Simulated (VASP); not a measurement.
# N (P6_3/mmc) in VASP: notebook

Runs on N. Level: LDA. Tasks: single point, relaxation of cell and atoms.

Everything below comes from runs of VASP 6.6.1. Logs are shortened: lines on timing, memory, paths and dates and some standing lists are left out, and cuts for length are marked.

## 1. Starting point

Symmetry: P6_3/mmc, No. 194, hexagonal system. The conventional cell has a = 2.507 Å, b = 2.507 Å, c = 2.402 Å, α = 90.00°, β = 90.00°, γ = 120.00°. Around N (site symmetry -6m2) lie 6 N at 1.88 Å.

The real solid is made of molecules; this cell is a model form.

## 2. Single point, LDA

Contents of INCAR:

```
SYSTEM = N
ALGO = Fast
EDIFF = 1E-7
ENCUT = 520
GGA = CA
ISIF = 2
ISMEAR = 0
LASPH = .True.
LCHARG = .False.
LREAL = .False.
LWAVE = .False.
NBANDS = 12
NELM = 100
PREC = Accurate
SIGMA = 0.1
```

Contents of KPOINTS:

```
k-points
0
Gamma
  18 18 18
  0 0 0
```

Contents of POSCAR:

```
N
1.0
    2.5068812474      0.0000000000      0.0000000000
   -1.2534406237      2.1710228446      0.0000000000
    0.0000000000      0.0000000000      2.4018137189
N
2
Direct
    0.6666666667      0.3333333333      0.2500000000
    0.3333333333      0.6666666667      0.7500000000
```

Potentials or basis: VASP PAW LDA potentials, release 64 (N).

The run is started by

```bash
$ cat potpaw_LDA.64/N/POTCAR > POTCAR
$ mpirun -np 1 vasp_std > vasp.out
```

OUTCAR:

```text
SYSTEM = N
   EDIFF = 1E-7
   ENCUT = 520
   GGA = CA
   ISIF = 2
   ISMEAR = 0
   LASPH = .True.
   LREAL = .False.
   NELM = 100
   PREC = Accurate

 ion  position               nearest neighbor table
   1  0.667  0.333  0.250-
   2  0.333  0.667  0.750-

  LATTYP: Found a hexagonal cell.
 ALAT       =     2.5068812474
 C/A-ratio  =     0.9580883504

  Lattice vectors:

 A1 = (   2.5068812474,   0.0000000000,   0.0000000000)
 A2 = (  -1.2534406237,   2.1710228446,   0.0000000000)
 A3 = (   0.0000000000,   0.0000000000,   2.4018137189)

Analysis of symmetry for initial positions (statically):
=====================================================================
 Subroutine PRICEL returns:
 Original cell was already a primitive cell.

 Routine SETGRP: Setting up the symmetry group for a
 hexagonal supercell.

 Subroutine GETGRP returns: Found 24 space group operations
 (whereof 12 operations were pure point group operations)
 out of a pool of 24 trial point group operations.

The static configuration has the point symmetry D_3d.
 The point group associated with its full space group is D_6h.

Analysis of symmetry for dynamics (positions and initial velocities):
=====================================================================
 Subroutine PRICEL returns:
 Original cell was already a primitive cell.

 Routine SETGRP: Setting up the symmetry group for a
 hexagonal supercell.

 Subroutine GETGRP returns: Found 24 space group operations
 (whereof 12 operations were pure point group operations)
 out of a pool of 24 trial point group operations.

The dynamic configuration has the point symmetry D_3d.
 The point group associated with its full space group is D_6h.

 Subroutine INISYM returns: Found 24 space group operations
 (whereof 12 operations are pure point group operations),
 and found     1 'primitive' translations

----------------------------------------------------------------------------------------

                                     Primitive cell

  volume of cell :      13.0719

  direct lattice vectors                    reciprocal lattice vectors
     2.506881247  0.000000000  0.000000000     0.398902023  0.230306190  0.000000000
    -1.253440624  2.171022845  0.000000000     0.000000000  0.460612380  0.000000000
[... 79 lines left out ...]
   ISPIN  =      1    spin polarized calculation?
   LNONCOLLINEAR =      F non collinear calculations
   LSORBIT =      F    spin-orbit coupling
   LASPH  =      T    aspherical Exc in radial PAW
   ENCUT  =  520.0 eV  38.22 Ry    6.18 a.u.   4.66  4.66  4.47*2*pi/ulx,y,z
   NELM   =    100;   NELMIN=  2; NELMDL= -5     # of ELM steps
   EDIFF  = 0.1E-06   stopping-criterion for ELM
   LREAL  =      F    real-space projection
   EDIFFG = 0.1E-05   stopping-criterion for IOM
   NSW    =      0    number of steps for IOM
   IBRION =     -1    ionic relax: 0-MD 1-quasi-New 2-CG
[... 8 lines left out ...]
   EMIN   =  10.00;   EMAX   =-10.00  energy-range for DOS
   EFERMI =   0.00;   METHOD = LEGACY
   ISMEAR =     0;   SIGMA  =   0.10  broadening in eV -4-tet -1-fermi 0-gaus
   EFERMI_NEDOS =   21; number of points for ismear=-14 and -15
   IALGO  =     68    algorithm
   IMIX   =      4    mixing-type and parameters
     AMIX     =   0.40;   BMIX     =  1.00
     AMIX_MAG =   1.60;   BMIX_MAG =  1.00
  volume/ion in A,a.u.               =       6.54        44.11
  Fermi-wavevector in a.u.,A,eV,Ry     =   1.497255  2.829401 30.501153  2.241772
  Thomas-Fermi vector in A             =   2.609166
   LORBIT       =      0    0 simple, 1 ext, 2 COOP (PROOUT), +10 PAW based schemes
   GGA     = CA    functional components
   LHFCALC =     F    Hartree Fock is set to
   AEXX    =    0.0000 exact exchange contribution
   IVDW    =     0    specifies the selected vdW correction
   LEPSILON=     F    determine dielectric tensor
   LRPA    =     F    only Hartree local field effects (RPA)
 non-spin polarized calculation
 RMM-DIIS sequential band-by-band and
 Gauss-broadening in eV      SIGMA  =   0.10
  energy-cutoff  :      520.00
  volume of cell :       13.07
 maximum number of plane-waves:       369
 NGX is ok and might be reduce to    20
   NGX =  9   NGY =  9   NGZ =  9

 number of electron      10.0000001 magnetization

 Free energy of the ion-electron system (eV)
  ---------------------------------------------------
  ext. energy  EPLUGINS =         0.00000000
  ---------------------------------------------------
  free energy    TOTEN  =       -11.39650188 eV

  energy without entropy =      -11.39322013  energy(sigma->0) =      -11.39486100

 E-fermi :   7.3780     XC(G=0): -13.5357

 val. band max:        7.3666413914   @ k =   0.3889   0.1667   0.0000
 cond. band min:       7.3813164175   @ k =   0.3333   0.2222   0.3333
 fundamental gap:      0.0146750261
 Fermi energy:         7.3780313433

 k-point     1 :       0.0000    0.0000    0.0000
  band No.  band energies     occupation
      1     -15.0513      2.00000
      2       2.3076      2.00000
      3       2.5124      2.00000
      4       4.7145      2.00000
      5       4.7145      2.00000
      6      10.1050      0.00000
      7      10.1050      0.00000
      8      13.5708      0.00000
      9      21.6680      0.00000
     10      25.1657      0.00000
     11      32.6826      0.00000
     12      32.6826      0.00000
[... 331 lines left out ...]
 k-point    24 :       0.3889    0.1111    0.0000
  band No.  band energies     occupation
      1     -10.5094      2.00000
      2      -6.8220      2.00000
      3       0.6735      2.00000
      4       5.7986      2.00000
      5       6.5027      2.00000
      6       9.1603      0.00000
      7      10.2633      0.00000
      8      12.3755      0.00000
      9      21.5322      0.00000
     10      30.0090      0.00000
     11      32.7742      0.00000
     12      34.8783      0.00000

 [... further k-points ...]
[... 5 lines left out ...]
  --------------------------------------------------------------------------------------
  -------------------------------------------------------------------------------------
  Total        0.0018864      0.0018864      0.0395077      0.0000000      0.0000000     -0.0000000
  in kB        0.2312120      0.2312120      4.8423329      0.0000000      0.0000000     -0.0000000
  external PRESSURE =       1.7682523 kB  Pullay stress =       0.0000000 kB

 VOLUME and BASIS-vectors are now :
 -----------------------------------------------------------------------------
  energy-cutoff  :      520.00
  volume of cell :       13.07
      direct lattice vectors                 reciprocal lattice vectors
     2.506881247  0.000000000  0.000000000     0.398902023  0.230306190  0.000000000
    -1.253440624  2.171022845  0.000000000     0.000000000  0.460612380  0.000000000
     0.000000000  0.000000000  2.401813719     0.000000000  0.000000000  0.416352023

 POSITION                                       TOTAL-FORCE (eV/Angst)
 -----------------------------------------------------------------------------------
      1.25344      0.72367      0.60045         0.000000     -0.000000      0.000000
     -0.00000      1.44735      1.80136        -0.000000      0.000000      0.000000
 -----------------------------------------------------------------------------------
    total drift:                                0.000000     -0.000000      0.000000

  FREE ENERGIE OF THE ION-ELECTRON SYSTEM (eV)
  ---------------------------------------------------
  free  energy   TOTEN  =       -11.3965018760 eV

  energy  without entropy=      -11.3932201255  energy(sigma->0) =      -11.39486100
```

stdout:

```text
POSCAR found type information on POSCAR N
 POSCAR found :  1 types and       2 ions
 scaLAPACK will be used
 LDA part: xc-table for (Slater(with rela. corr.)+CA(PZ))
 , standard interpolation
 POSCAR, INCAR and KPOINTS ok, starting setup
 FFT: planning ... GRIDC
 FFT: planning ... GRID_SOFT
 FFT: planning ... GRID
 WAVECAR not read
 entering main loop
```

Wall time 23 s (1 thread of Intel Xeon Platinum 8488C (Sapphire Rapids), shared host); peak memory 0.14 GiB.

Results:

| Property | Result |
| --- | --- |
| Free energy | -11.3965 eV |
| Pressure | 0.2 GPa |
| Band gap on the k mesh | none (metal or under the smearing width) |

## 3. Relaxation of cell and atoms, LDA

This run uses another cell than the first one, of 6.72 Å³/atom, 1.029 times its volume.

Contents of INCAR:

```
PREC = Accurate ; ENCUT = 600
EDIFF = 1E-6 ; ISMEAR = 0
SIGMA = 0.1 ; LREAL = False
LASPH = True ; NELM = 100
ALGO = Normal ; ISIF = 3
LWAVE = False ; LCHARG = False
IBRION = 2 ; NSW = 100
EDIFFG = -0.005
```

Contents of KPOINTS:

```
regular mesh
0
Gamma
  18 18 18
```

Contents of POSCAR:

```
N
1.0
    2.5194737886      0.0000000000      0.0000000000
   -1.2597368943      2.1819283051      0.0000000000
    0.0000000000      0.0000000000      2.4460020000
N
2
Direct
    0.6666666700      0.3333333300      0.2500000000
    0.3333333300      0.6666666700      0.7500000000
```

Potentials or basis: VASP PAW LDA potentials, release 64 (N).

The run is started by

```bash
$ cat potpaw_LDA.64/N/POTCAR > POTCAR
$ mpirun -np 1 vasp_std > vasp.out
```

OUTCAR:

```text
PREC = Accurate
   ENCUT = 600
   EDIFF = 1E-6
   ISMEAR = 0
   LREAL = False
   LASPH = True
   NELM = 100
   ISIF = 3
   IBRION = 2
   NSW = 100
   EDIFFG = -0.005

 ion  position               nearest neighbor table
   1  0.667  0.333  0.250-
   2  0.333  0.667  0.750-

  LATTYP: Found a hexagonal cell.
 ALAT       =     2.5194737886
 C/A-ratio  =     0.9708384390

  Lattice vectors:

 A1 = (   2.5194737886,   0.0000000000,   0.0000000000)
 A2 = (  -1.2597368943,   2.1819283051,   0.0000000000)
 A3 = (   0.0000000000,   0.0000000000,   2.4460020000)

Analysis of symmetry for initial positions (statically):
=====================================================================
 Subroutine PRICEL returns:
 Original cell was already a primitive cell.

 Routine SETGRP: Setting up the symmetry group for a
 hexagonal supercell.

 Subroutine GETGRP returns: Found 24 space group operations
 (whereof 12 operations were pure point group operations)
 out of a pool of 24 trial point group operations.

The static configuration has the point symmetry D_3d.
 The point group associated with its full space group is D_6h.

Analysis of symmetry for dynamics (positions and initial velocities):
=====================================================================
 Subroutine PRICEL returns:
 Original cell was already a primitive cell.

 Routine SETGRP: Setting up the symmetry group for a
 hexagonal supercell.

 Subroutine GETGRP returns: Found 24 space group operations
 (whereof 12 operations were pure point group operations)
 out of a pool of 24 trial point group operations.

The dynamic configuration has the point symmetry D_3d.
 The point group associated with its full space group is D_6h.

 Subroutine INISYM returns: Found 24 space group operations
 (whereof 12 operations are pure point group operations),
 and found     1 'primitive' translations

----------------------------------------------------------------------------------------

                                     Primitive cell

  volume of cell :      13.4464

  direct lattice vectors                    reciprocal lattice vectors
     2.519473789  0.000000000  0.000000000     0.396908277  0.229155100  0.000000000
    -1.259736894  2.181928305  0.000000000     0.000000000  0.458310201  0.000000000
     0.000000000  0.000000000  2.446002000     0.000000000  0.000000000  0.408830410

  length of vectors
     2.519473789  2.519473789  2.446002000     0.458310201  0.458310201  0.408830410

  position of ions in fractional coordinates (direct lattice)
     0.666666670  0.333333330  0.250000000
     0.333333330  0.666666670  0.750000000

  ion indices of the primitive-cell ions
   primitive index   ion index
                 1           1
                 2           2

----------------------------------------------------------------------------------------

 KPOINTS: regular mesh

Automatic generation of k-mesh.
 Grid dimensions read from file:
 generate k-points for:   18   18   18

 Generating k-lattice:

  Cartesian coordinates                     Fractional coordinates (reciprocal lattice)
     0.022050460  0.012730839  0.000000000     0.055555556  0.000000000  0.000000000
[... 44 lines left out ...]
   dimension x,y,z NGX =    20 NGY =   20 NGZ =   20
   dimension x,y,z NGXF=    40 NGYF=   40 NGZF=   40
   ions per type =               2
   NGX,Y,Z   is equivalent  to a cutoff of  13.20, 13.20, 13.59 a.u.
   NGXF,Y,Z  is equivalent  to a cutoff of  26.39, 26.39, 27.19 a.u.
 SYSTEM =  unknown system
   PREC   = accura    normal or accurate (medium, high low for compatibility)
   ISTART =      0    job   : 0-new  1-cont  2-samecut
   ICHARG =      2    charge: 1-file 2-atom 10-const
   ISPIN  =      1    spin polarized calculation?
   LNONCOLLINEAR =      F non collinear calculations
   LSORBIT =      F    spin-orbit coupling
   LASPH  =      T    aspherical Exc in radial PAW
   ENCUT  =  600.0 eV  44.10 Ry    6.64 a.u.   5.03  5.03  4.89*2*pi/ulx,y,z
   NELM   =    100;   NELMIN=  2; NELMDL= -5     # of ELM steps
   EDIFF  = 0.1E-05   stopping-criterion for ELM
   LREAL  =      F    real-space projection
   EDIFFG = -.5E-02   stopping-criterion for IOM
   NSW    =    100    number of steps for IOM
   IBRION =      2    ionic relax: 0-MD 1-quasi-New 2-CG
   NFREE  =      1    steps in history (QN), initial steepest desc. (CG)
   ISIF   =      3    stress and relaxation
   ISYM   =      2    0-nonsym 1-usesym 2-fastsym
   POTIM  = 0.5000    time-step for ionic-motion
   TEBEG  =    0.0;   TEEND  =   0.0 temperature during run
   PSTRESS=    0.0 pullay stress
   NELECT =      10.0000    total number of electrons
   NUPDOWN=      -1.0000    fix difference up-down
   EMIN   =  10.00;   EMAX   =-10.00  energy-range for DOS
   EFERMI =   0.00;   METHOD = LEGACY
   ISMEAR =     0;   SIGMA  =   0.10  broadening in eV -4-tet -1-fermi 0-gaus
   EFERMI_NEDOS =   21; number of points for ismear=-14 and -15
   IALGO  =     38    algorithm
   IMIX   =      4    mixing-type and parameters
     AMIX     =   0.40;   BMIX     =  1.00
     AMIX_MAG =   1.60;   BMIX_MAG =  1.00
  volume/ion in A,a.u.               =       6.72        45.37
  Fermi-wavevector in a.u.,A,eV,Ry     =   1.483221  2.802881 29.932052  2.199944
  Thomas-Fermi vector in A             =   2.596909
   LORBIT       =      0    0 simple, 1 ext, 2 COOP (PROOUT), +10 PAW based schemes
   GGA     = CA    functional components
   LHFCALC =     F    Hartree Fock is set to
   AEXX    =    0.0000 exact exchange contribution
   IVDW    =     0    specifies the selected vdW correction
   LEPSILON=     F    determine dielectric tensor
   LRPA    =     F    only Hartree local field effects (RPA)
 conjugate gradient relaxation of ions
 non-spin polarized calculation
 Gauss-broadening in eV      SIGMA  =   0.10
  energy-cutoff  :      600.00
  volume of cell :       13.45
 maximum number of plane-waves:       462
 NGX is ok and might be reduce to    20
   NGX =  9   NGY =  9   NGZ =  9

--------------------------------------- Ionic step        1  -------------------------------------------

 number of electron      10.0000001 magnetization

 Free energy of the ion-electron system (eV)
  ---------------------------------------------------
  ext. energy  EPLUGINS =         0.00000000
  ---------------------------------------------------
  free energy    TOTEN  =       -11.38479413 eV

  energy without entropy =      -11.38138558  energy(sigma->0) =      -11.38308986

------------------------ aborting loop because EDIFF is reached ----------------------------------------

  FORCE on cell =-STRESS in cart. coord.  units (eV):
  Direction    XX          YY          ZZ          XY          YZ          ZX
  --------------------------------------------------------------------------------------
  -------------------------------------------------------------------------------------
  Total       -0.2231677     -0.2231677     -1.3380303     -0.0000000     -0.0000000     -0.0000000
  in kB      -26.5910023    -26.5910023   -159.4297607     -0.0000000     -0.0000000     -0.0000000
  external PRESSURE =     -70.8705884 kB  Pullay stress =       0.0000000 kB
[... 131 lines left out ...]
--------------------------------------- Ionic step        5  -------------------------------------------

 number of electron      10.0000001 magnetization

 Free energy of the ion-electron system (eV)
  ---------------------------------------------------
  ext. energy  EPLUGINS =         0.00000000
  ---------------------------------------------------
  free energy    TOTEN  =       -11.39825011 eV

  energy without entropy =      -11.39497131  energy(sigma->0) =      -11.39661071

 E-fermi :   7.3805     XC(G=0): -13.5372

 val. band max:        7.3689984782   @ k =   0.3889   0.1667   0.0000
 cond. band min:       7.3815894898   @ k =   0.3333   0.2222   0.3333
 fundamental gap:      0.0125910116
 Fermi energy:         7.3805080400

 k-point     1 :       0.0000    0.0000    0.0000
  band No.  band energies     occupation
      1     -15.0508      2.00000
      2       2.3099      2.00000
      3       2.5069      2.00000
      4       4.7224      2.00000
      5       4.7224      2.00000
      6      10.1107      0.00000
      7      10.1107      0.00000
      8      13.5760      0.00000
      9      21.6708      0.00000
[... 265 lines left out ...]
 k-point    24 :       0.3889    0.1111    0.0000
  band No.  band energies     occupation
      1     -10.5065      2.00000
      2      -6.8180      2.00000
      3       0.6783      2.00000
      4       5.7959      2.00000
      5       6.5054      2.00000
      6       9.1607      0.00000
      7      10.2626      0.00000
      8      12.3774      0.00000
      9      21.5366      0.00000

 [... further k-points ...]
[... 5 lines left out ...]
  --------------------------------------------------------------------------------------
  -------------------------------------------------------------------------------------
  Total       -0.0010208     -0.0010208     -0.0031669      0.0000000      0.0000000      0.0000000
  in kB       -0.1251489     -0.1251489     -0.3882546      0.0000000      0.0000000      0.0000000
  external PRESSURE =      -0.2128508 kB  Pullay stress =       0.0000000 kB
[... 17 lines left out ...]
  FREE ENERGIE OF THE ION-ELECTRON SYSTEM (eV)
  ---------------------------------------------------
  free  energy   TOTEN  =       -11.3982501088 eV

  energy  without entropy=      -11.3949713115  energy(sigma->0) =      -11.39661071

 reached required accuracy - stopping structural energy minimisation
```

It took 49 s on 1 thread of Intel Xeon Platinum 8488C (Sapphire Rapids), shared host; peak memory 0.15 GiB.

What came out:

| Item | Value |
| --- | --- |
| Free energy | -11.3983 eV |
| Relaxed volume | 6.53 Å³/atom |
| Relaxed cell | a = 2.506 Å, b = 2.506 Å, c = 2.402 Å, α = 90.00°, β = 90.00°, γ = 120.00° |
| Space group after relaxing (to 0.05 Å) | P6_3/mmc (No. 194) |
| Energy gained by relaxing | 6.7 meV/atom |
| Ionic steps | 5 |
| Pressure after relaxing | 0.0 GPa |
| Band gap on the k mesh | none (metal or under the smearing width) |

The path:
| step | energy change (eV) | largest force (eV/Å) | pressure (GPa) | volume (Å³) |
| --- | --- | --- | --- | --- |
| 1 | 0.0000 | 0.0000 | -7.09 | 13.45 |
| 2 | -0.0049 | 0.0000 | 4.41 | 12.87 |
| 3 | -0.0132 | 0.0000 | -0.80 | 13.12 |
| 4 | -0.0134 | 0.0000 | 0.14 | 13.06 |
| 5 | -0.0135 | 0.0000 | -0.02 | 13.07 |

Final structure:
```
CELL_PARAMETERS angstrom
2.50626 0.00000 0.00000
-1.25313 2.17049 0.00000
0.00000 0.00000 2.40240
ATOMIC_POSITIONS crystal
N 0.66667 0.33333 0.25000
N 0.33333 0.66667 0.75000
```

Levels at points of the mesh, in eV from the Fermi level:
| k point | band 2 | band 3 | band 4 | band 5 | band 6 | band 7 | band 8 | band 9 |
| --- | --- | --- | --- | --- | --- | --- | --- | --- |
| (0.00, 0.00, 0.00) | -5.07 | -4.87 | -2.66 | -2.66 | 2.73 | 2.73 | 6.20 | 14.29 |
| (0.50, 0.00, 0.00) | -14.76 | -5.38 | -2.08 | -1.55 | 1.71 | 2.95 | 5.20 | 13.36 |
| (0.00, 0.00, 0.50) | -17.29 | 0.45 | 0.45 | 0.45 | 0.45 | 2.17 | 2.17 | 21.63 |
| (0.50, 0.00, 0.50) | -13.24 | -8.99 | -8.99 | -0.96 | -0.96 | 3.97 | 3.97 | 19.19 |
